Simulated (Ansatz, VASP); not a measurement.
# CdS in VASP and in Ansatz

Contents of INCAR:

```
SYSTEM = CdS
ALGO = Normal ; EDIFF = 1E-6
ENCUT = 520 ; GGA = PE
ISIF = 2 ; ISMEAR = 0
LASPH = .True. ; LCHARG = .False.
LREAL = .False. ; LWAVE = .False.
NBANDS = 16 ; NELM = 60
PREC = Accurate ; SIGMA = 0.03
```

Contents of KPOINTS:

```
k-points
0
Gamma
  10 10 10
  0 0 0
```

Contents of POSCAR:

```
CdS
1.0
    0.0000000000      2.8909062000      2.8909062000
    2.8909062000      0.0000000000      2.8909062000
    2.8909062000      2.8909062000      0.0000000000
Cd S
1 1
Direct
    0.0000000000      0.0000000000      0.0000000000
    0.5000000000      0.5000000000      0.5000000000
```

Input for Ansatz:

```yaml
crystal:
  lattice:
    - [0.0, 2.8909062, 2.8909062]
    - [2.8909062, 0.0, 2.8909062]
    - [2.8909062, 2.8909062, 0.0]
  atoms:
    - { symbol: Cd, position: [0.0, 0.0, 0.0] }
    - { symbol: S, position: [0.5, 0.5, 0.5] }
basis:
  ecutwfc: 420
kpoints:
  mp_grid: { grid: [10, 10, 10] }
hamiltonian:
  xc: pbe
scf:
  occupations: { method: gaussian, width: 0.03 }
output:
  forces: true
  stress: true
  eigenvalues: true
```

Change from the starting cell: strain +0.050 along x and y, +0.050 along z, atoms carried along.

Alike in both runs: task single point; functional PBE; k mesh 10 × 10 × 10; occupations gaussian, width 0.03 eV; no spin polarisation.

|  | VASP | Ansatz |
| --- | --- | --- |
| version | VASP 6.6.1 | Ansatz 0.2.0 |
| potentials or method | VASP PAW PBE potentials, release 64 (Cd, S) | scalar-relativistic, plane waves, PAW |
| plane-wave cutoff (eV) | 520 | 420 |
| valence electrons in the cell | 18 | 26 |

```csv
,VASP,Ansatz,Ansatz less VASP
gap on the k mesh at the Fermi level (eV),0.18,0.19,+0.009
least direct gap on the mesh (eV),0.70,0.72,+0.016
pressure (GPa),-7.5,-7.7,-0.19
```

The two sets of potentials don't hold the same shells in valence.

A k mesh can miss the band edges.
